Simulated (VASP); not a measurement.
# Hf: single point with r2SCAN

Hf:

```
CELL_PARAMETERS angstrom
0.00000 2.19000 2.19000
2.19000 0.00000 2.19000
2.19000 2.19000 0.00000
ATOMIC_POSITIONS crystal
Hf 0.00000 0.00000 0.00000
```

This isn't the form of Hf at room conditions, which is hcp.

The cell isn't the ideal one: functional r2scan, volume scaled by 0.96.

```
Program                : VASP 6.6.1
Task                   : single point
Functional             : r2SCAN
Potentials or basis    : VASP PAW PBE potentials, release 64 (Hf_pv)
Cutoff                 : 520 eV
k mesh                 : 16 × 16 × 16
Occupations            : fermi-dirac, width 0.03 eV
Spin                   : no spin polarisation
Dipole correction      : no
Further INCAR settings : ALGO = Normal; EDIFF = 1e-06; NBANDS = 11
```

The pressure is 7.0 GPa and the band gap on the k mesh is none (metal or under the smearing width).

Levels at points of the mesh, in eV from the Fermi level:
| k point | band 1 | band 2 | band 3 | band 4 | band 5 | band 6 | band 7 | band 8 | band 9 | band 10 |
| --- | --- | --- | --- | --- | --- | --- | --- | --- | --- | --- |
| (0.00, 0.00, 0.00) | -30.87 | -30.87 | -30.87 | -7.76 | 1.64 | 1.64 | 1.64 | 4.87 | 4.87 | 12.05 |
| (0.50, 0.00, 0.00) | -31.90 | -31.00 | -31.00 | -3.92 | 0.61 | 1.41 | 1.41 | 7.14 | 7.14 | 10.85 |
| (0.50, 0.50, 0.00) | -31.84 | -31.23 | -31.23 | -3.60 | -2.41 | 2.82 | 7.22 | 7.79 | 7.79 | 10.95 |

It took 46 s on 1 thread of Intel(R) Xeon(R) Platinum 8488C (Sapphire Rapids), on a shared host, peak memory 0.17 GiB.

Caveat: the PAW data sets were made with another functional, which shifts forces and pressure a little. The run has no spin-orbit coupling, so splittings on Hf are missing.
